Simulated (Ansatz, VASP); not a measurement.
La: VASP beside Ansatz

Contents of INCAR:

```
  PREC = Accurate
  ENCUT = 520
  EDIFF = 1E-6
  ISMEAR = -1
  SIGMA = 0.1
  LREAL = F
  LASPH = T
  NELM = 80
  ALGO = Normal
  ISIF = 2
  LWAVE = F
  LCHARG = F
  GGA = CA
  NBANDS = 12
```

Contents of KPOINTS:

```
Automatic mesh
0
Gamma
  12 12 12
```

File POSCAR:

```
La
1.0
    0.0000000000      2.5525413404      2.5525413404
    2.5525413404      0.0000000000      2.5525413404
    2.5525413404      2.5525413404      0.0000000000
La
1
Direct
    0.0000000000      0.0000000000      0.0000000000
```

Input for Ansatz:

```yaml
crystal:
  lattice:
    - [0.0, 2.5525413404, 2.5525413404]
    - [2.5525413404, 0.0, 2.5525413404]
    - [2.5525413404, 2.5525413404, 0.0]
  atoms:
    - { symbol: La, position: [0.0, 0.0, 0.0] }
hamiltonian:
  xc: lda
  pseudopotentials:
    kind: paw
    azcp:
      La: "pseudopotentials/La.paw.azcp"
basis:
  ecutwfc: 420
  fft_grid_basis: typed
kpoints:
  mp_grid: { grid: [12, 12, 12], shift: [0, 0, 0] }
magnetization:
  spin_polarized: false
scf:
  occupations: { method: fermi_dirac, width: 0.1 }
  lower_state_search: "off"
output:
  stress: true
```

Alike in both runs: task single point; functional LDA; k mesh 12 × 12 × 12; occupations fermi-dirac, width 0.1 eV; no spin polarisation.

|  | VASP | Ansatz |
| --- | --- | --- |
| version | VASP 6.6.1 | Ansatz 0.2.0 |
| potentials or method | VASP PAW LDA potentials, release 64 (La) | plane waves (420 eV) with PAW, scalar-relativistic |
| plane-wave cutoff (eV) | 520 | 420 |
| valence electrons in the cell | 11 | 11 |

Ansatz gave:

```
pressure (GPa) : -1.0
```

Question: Which values does VASP return?

Answer: Pressure (GPa): -1.1.

Ansatz warned: «pseudo_functional_mismatch».

Spin-orbit coupling is left out, which matters for the levels of La.
